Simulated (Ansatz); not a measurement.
Runs of Ansatz 0.2.0 on Na. Symmetry: Im-3m, No. 229, cubic system. The conventional cell has a = 4.282 Å, b = 4.282 Å, c = 4.282 Å, α = 90.00°, β = 90.00°, γ = 90.00°. Around Na (site symmetry m-3m) lie 8 Na at 3.71 Å. 

| task | level | potentials or basis | cell | k mesh | cutoff (eV) | smearing | driver | optimizer | fmax | steps | filter | gap on the mesh (eV) | pressure (GPa) |
| --- | --- | --- | --- | --- | --- | --- | --- | --- | --- | --- | --- | --- | --- |
| electric field gradients | PBE0 | JTH PAW | as given | 6 × 6 × 6 | 1440 | fermi-dirac 0.01 eV | - | - | - | - | - | none | - |
| Wannier functions | revPBE | SPMS NC | as given | 9 × 9 × 9 | 653 | fermi-dirac 0.1 eV | - | - | - | - | - | none | - |
| single point | PBE | Ansatz PAW soft_1 | as given | 9 × 9 × 9 | 420 | fermi-dirac 0.05 eV | - | - | - | - | - | none | -0.4 |
| density of states | rPW86-PBE+D4 | JTH PAW | as given | 6 × 6 × 6 | 1440 | fermi-dirac 0.05 eV | - | - | - | - | - | none | (a) |
| relaxation of cell and atoms | LDA | Ansatz PAW earlier set | relaxed | 6 × 6 × 6 | 700 | fermi-dirac 0.15 eV | calculator | BFGS | 0.02 | 30 | StrainFilter | - | 0.0 |
| band structure | HSE06 | JTH PAW | as given | 6 × 6 × 6 | 1440 | cold 0.1 eV | - | - | - | - | - | none | - |
| atomic charges | PBE0+D4 | Ansatz NC | as given | 6 × 6 × 6 | 1197 | methfessel-paxton 0.1 eV | - | - | - | - | - | none | - |

Alike in all rows: no spin polarisation.

Problem. Estimate the missing entries.

Solution. (a) -0.5.

Caveats: the potentials were made for another functional, which shifts forces and pressure (some runs); pairwise dispersion overbinds metals, which lowers pressure and volume (some runs); the PAW data sets come from PBE, with cores solved anew for the run's functional, which leaves a small shift of forces and pressure (some runs).

A k mesh can miss the band edges.

A gap of «none» marks a metal or a gap under the smearing width.

Not every run made on this cell is shown here.
